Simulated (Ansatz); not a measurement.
**Levels at Γ against strain in SrO**

```yaml
crystal:
  lattice:
    - [0.00000, 2.56980, 2.56980]
    - [2.56980, 0.00000, 2.56980]
    - [2.56980, 2.56980, 0.00000]
  atoms:
    - { symbol: Sr, position: [0.00000, 0.00000, 0.00000] }
    - { symbol: O, position: [0.50000, 0.50000, 0.50000] }
```

Atom numbers follow the list: Sr1, O2.

The geometry is COD entry 1100027, unchecked; take it as a test cell. It is an old determination, and later ones may differ.

The calculation used Ansatz 0.2.0, DFT, LDA, all-electron LAPW, scalar-relativistic.

Settings: a Γ-centred 8×8×8 k mesh, Fermi–Dirac smearing of 0.02 eV, basis error target 0.25 meV/atom, no spin polarisation.

The cell is scaled evenly. Fractional coordinates are held (clamped ions).

Only quantities that a quadratic follows smoothly over the whole series are listed; rougher ones are left out.

```csv
ln(V/Vcell),direct gap at Γ (eV),smallest gap on mesh and path (eV)
-0.0619,4.279,3.106
-0.0408,4.120,3.125
-0.0202,3.967,3.141
0.0000,3.821,3.156
0.0100,3.751,3.162
0.0198,3.682,3.168
0.0392,3.549,3.178
0.0583,3.422,3.186
```

(1) Fit the series and give the slopes at zero strain.

(2) One run, at ln(V/Vcell) = -0.0101, is withheld. Predict its row.

## Answers

(1) Least-squares fits y = p0 + p1 x + p2 x² to the rows give direct gap at Γ (eV): p1 = -7.12, p2 = 4.5; smallest gap on mesh and path (eV): p1 = 0.659, p2 = -2.4. So dEg/dln V = -7.1 eV for the direct gap at Γ, which isn't the fundamental gap here: that one has dEg/dln V = 0.7 eV. Semilocal gaps are too small, but their slopes carry over better.

(2) The fits give 3.894, 3.149; the run gave 3.893, 3.149.
